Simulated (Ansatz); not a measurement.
## MoTe2

Level of theory: DFT, PBE, scalar-relativistic, collinear spin; plane waves to 420 eV with PAW datasets (Ansatz 0.2.0), Γ-centred 10×10×2 mesh, 0.05 eV Gaussian smearing. The datasets are Ansatz's generated set soft_2.

```
CELL_PARAMETERS angstrom
3.55657 0.00000 0.00000
-1.77828 3.08008 0.00000
0.00000 0.00000 15.33988
ATOMIC_POSITIONS crystal
Te 0.33333 0.66667 0.63213
Te 0.66667 0.33333 0.13213
Te 0.33333 0.66667 0.86787
Te 0.66667 0.33333 0.36787
Mo 0.33333 0.66667 0.25000
Mo 0.66667 0.33333 0.75000
```

The chain of runs began from a cell as deposited in COD, expanded in volume. The relaxation kept the space group but changed the cell's proportions, one axis by 6 % at equal volume, so the results may not describe the measured structure. The database's entry of this formula in the relaxed cell's space group, P6_3/mmc, has axes of 3.518 × 3.518 × 13.974 Å and 24.96 Å³/atom (1963), the relaxed one 3.557 × 3.557 × 15.340 Å and 28.01.

Magnetic state: non-magnetic, site spin moments none.

The cell has space group P6_3/mmc (read at 0.01 Å). In it the stress is 0.00, 0.00, 0.00, 0.00, 0.00, 0.00 GPa and the largest force component 0.000 eV/Å. Each change below starts from this cell, without further relaxation. Stress is in GPa, positive in compression, in the order xx, yy, zz, yz, xz, xy; energies are counted from the cell above.

Task: What happens when atom 1 (Te) is moved by 0.02 Å along z?

Result: The energy changes by 2.4 meV per cell, and the force on it along the shift is -0.240 eV/Å (−F/u = 12.01 eV/Å²). Stress: 0.17, 0.17, 0.46, 0.00, 0.00, 0.00.
| atom | Fx (eV/Å) | Fy | Fz |
| --- | --- | --- | --- |
| Te1 | 0.000 | 0.000 | -0.240 |
| Te2 | 0.000 | 0.000 | 0.001 |
| Te3 | 0.000 | 0.000 | 0.030 |
| Te4 | 0.000 | 0.000 | 0.001 |
| Mo5 | 0.000 | 0.000 | -0.001 |
| Mo6 | 0.000 | 0.000 | 0.210 |
In a harmonic crystal the energy would rise by −½F·u = ½ × 12.01 × 0.02² eV = 2.4 meV, which matches.

Task: What happens when atom 4 (Te) is moved by 0.02 Å along y?

Result: The energy changes by 1.3 meV per cell, and the force on it along the shift is -0.127 eV/Å (−F/u = 6.34 eV/Å²). Stress: 0.07, -0.06, 0.01, -0.20, 0.00, 0.00.
| atom | Fx (eV/Å) | Fy | Fz |
| --- | --- | --- | --- |
| Te1 | 0.000 | 0.000 | 0.000 |
| Te2 | 0.000 | -0.007 | 0.000 |
| Te3 | 0.000 | 0.000 | 0.000 |
| Te4 | 0.000 | -0.127 | 0.003 |
| Mo5 | 0.000 | 0.133 | -0.003 |
| Mo6 | 0.000 | 0.000 | 0.000 |
In a harmonic crystal the energy would rise by −½F·u = ½ × 6.34 × 0.02² eV = 1.3 meV, which matches.

Task: What stress follows from an engineering strain of 2 % in xz, atoms carried along?

Result: 0.06, 0.03, 0.07, 0.00, -1.56, 0.00 GPa; the energy changes by 16.3 meV per cell.
```
atom  Fx (eV/Å)      Fy      Fz
 Te1      0.218   0.006  -0.011
 Te2      0.218  -0.006  -0.011
 Te3     -0.218   0.006   0.011
 Te4     -0.218  -0.006   0.011
 Mo5      0.000   0.012   0.000
 Mo6      0.000  -0.012   0.000
```
The change of the stress over the strain gives a clamped-atom stiffness of about 78 GPa for this component.
In a harmonic crystal the energy would rise by V(½Cε² − σ₀ε), with σ₀ the stress of the unstrained cell, = 16.3 meV, which matches.

Task: A single strain component, atoms carried along, gave the stress 2.94, 0.86, 1.30, 0.00, 0.00, 0.00. Which component, and about how large?

Result: An engineering strain of -2 % in xx; the energy changes by 30.0 meV per cell.

Task: All atoms and the cell are disturbed at random:
```xyz
6
Lattice="3.5510 -0.0183 0.0050 -1.7914 3.0573 0.0209 0.0214 0.1166 15.2162" Properties=species:S:1:pos:R:3 pbc="T T T"
Te    0.0022    1.9882    9.7238
Te    1.7303    1.1094    2.0483
Te    0.2275    2.1743   13.3415
Te    1.7422    1.0047    5.6135
Mo   -0.2714    2.1682    3.6285
Mo    1.9121    1.0220   11.3705
```
Give the energy change, the stress and the forces.

Result: 1385.5 meV per cell; stress 3.47, 4.74, 6.28, -1.80, -0.90, 3.45 GPa.
| atom | Fx (eV/Å) | Fy | Fz |
| --- | --- | --- | --- |
| Te1 | 1.413 | 0.696 | -2.355 |
| Te2 | -2.389 | 0.264 | -3.982 |
| Te3 | -0.314 | -0.655 | -1.013 |
| Te4 | -0.929 | 0.513 | -0.847 |
| Mo5 | 3.341 | -0.790 | 4.845 |
| Mo6 | -1.123 | -0.029 | 3.352 |

Task: All atoms and the cell are disturbed at random:
```xyz
6
Lattice="3.5471 0.0300 -0.0119 -1.7476 3.0910 -0.0045 -0.0514 -0.0521 15.4430" Properties=species:S:1:pos:R:3 pbc="T T T"
Te    0.0052    2.0018    9.7791
Te    1.7165    1.0427    2.0246
Te   -0.0256    2.0298   13.3669
Te    1.8049    1.0498    5.6932
Mo    0.0181    2.0282    3.8630
Mo    1.7253    1.0544   11.5529
```
Give the energy change, the stress and the forces.

Result: 95.5 meV per cell; stress 0.56, -1.59, -0.51, -0.12, -0.22, -1.09 GPa.
| atom | Fx (eV/Å) | Fy | Fz |
| --- | --- | --- | --- |
| Te1 | -0.451 | 0.511 | -0.417 |
| Te2 | 0.427 | -0.296 | 0.331 |
| Te3 | -0.122 | 0.367 | -0.006 |
| Te4 | -0.036 | -0.253 | -0.349 |
| Mo5 | -0.391 | 0.550 | 0.017 |
| Mo6 | 0.573 | -0.879 | 0.424 |

For elements this heavy, spin–orbit coupling would shift levels and gaps; it isn't included here. The structure is built of weakly bound layers, and this functional has no dispersion term, so their spacing and all that hangs on it (volume, the soft elastic constants, low modes, dielectric constants) are poorly given.
